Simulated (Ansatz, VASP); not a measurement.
HfO2 in VASP and in Ansatz

The input INCAR:

```
ALGO = Normal ; EDIFF = 1E-7
ENCUT = 520 ; GGA = PE
ISIF = 2 ; ISMEAR = 0
LASPH = True ; LCHARG = False
LREAL = False ; LWAVE = False
NBANDS = 18 ; NELM = 100
PREC = Accurate ; SIGMA = 0.05
```

The input KPOINTS:

```
k-points
0
Gamma
  8 8 8
```

The input POSCAR:

```
HfO2
1.0
    0.0000000000      2.5575000000      2.5575000000
    2.6534062500      0.0000000000      2.5575000000
    2.6534062500      2.5575000000      0.0000000000
Hf O
1 2
Direct
    0.0000000000      0.0000000000      0.0000000000
    0.2500000000      0.2500000000      0.2500000000
    0.7500000000      0.7500000000      0.7500000000
```

Input for Ansatz:

```yaml
crystal:
  lattice:
    - [0.0, 2.5575, 2.5575]
    - [2.65340625, 0.0, 2.5575]
    - [2.65340625, 2.5575, 0.0]
  atoms:
    - { symbol: Hf, position: [0.0, 0.0, 0.0] }
    - { symbol: O, position: [0.25, 0.25, 0.25] }
    - { symbol: O, position: [0.75, 0.75, 0.75] }
basis:
  ecutwfc: 420
kpoints:
  mp_grid: { grid: [8, 8, 8] }
hamiltonian:
  xc: pbe
scf:
  occupations: { method: gaussian, width: 0.05 }
output:
  forces: true
  stress: true
  eigenvalues: true
```

Change from the starting cell: strain +0.0375 x Voigt [1, 0, 0, 0, 0, 0], atoms carried along.

Alike in both runs: task single point; functional PBE; k mesh 8 × 8 × 8; occupations gaussian, width 0.05 eV; no spin polarisation.

|  | VASP | Ansatz |
| --- | --- | --- |
| version | VASP 6.6.1 | Ansatz 0.2.0 |
| potentials or method | VASP PAW PBE potentials, release 64 (Hf_pv, O) | scalar-relativistic, plane waves, PAW |
| plane-wave cutoff (eV) | 520 | 420 |
| valence electrons in the cell | 22 | 38 |

Ansatz gave:

```
gap on the k mesh at the Fermi level (eV)       : 3.35
least direct gap on the mesh (eV)               : 3.44
pressure (GPa)                                  : -10.4
largest component of the traceless stress (GPa) : 10.50
```

Q: What did VASP give for the same quantities?

A: gap on the k mesh at the Fermi level (eV): 3.34; least direct gap on the mesh (eV): 3.44; pressure (GPa): -13.6; largest component of the traceless stress (GPa): 10.66.

With one functional, cell and mesh, what is left measures potentials, basis and numerics. The two sets of potentials don't hold the same shells in valence.

Caveats: spin-orbit coupling is left out, which moves the levels of the heavy elements. A k mesh can miss the band edges.
